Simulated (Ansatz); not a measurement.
# RbBr: the cost of one run

Code: Ansatz 0.2.0. PAW datasets, plane waves, zero pressure. Computed at 0 K without zero-point motion; spin polarisation is off.

### 1 The system as given

The symmetry is Pm-3m (No. 221, cubic); conventional cell a = 4.126 Å, 35.12 Å³ an atom. Rb has 8 Br at 3.57 Å; Br has 8 Rb at 3.57 Å.

The structure in full:

```xyz
2
Lattice="4.1261 0.0000 0.0000 0.0000 4.1261 0.0000 0.0000 0.0000 4.1261" Properties=species:S:1:pos:R:3 pbc="T T T"
Rb    0.0000    0.0000    0.0000
Br    2.0630    2.0630    2.0630
```

### 2 Relaxation with PBE

Input file input.yaml:

```yaml
crystal:
  lattice:
    - [4.1260773, 0.0, 0.0]
    - [0.0, 4.1260773, 0.0]
    - [0.0, 0.0, 4.1260773]
  atoms:
    - { symbol: Rb, position: [0.0, 0.0, 0.0] }
    - { symbol: Br, position: [0.5, 0.5, 0.5] }
kpoints:
  mp_grid: { grid: [6, 6, 6] }
hamiltonian:
  xc: pbe
scf:
  occupations: { method: fermi_dirac, width: 0.02 }
relax:
  f_tol: 0.005
  cell: {}
```

Started as:

```bash
ansatz run input.yaml --threads 2 --pin off --max-ram 2211MiB --backend cpu --events-out ev --progress --plain --runs-dir out
```

What time and memory should one allow on 2 threads of Arm Neoverse N1, shared host?

About 4.2 s, with a peak of 0.36 GiB.
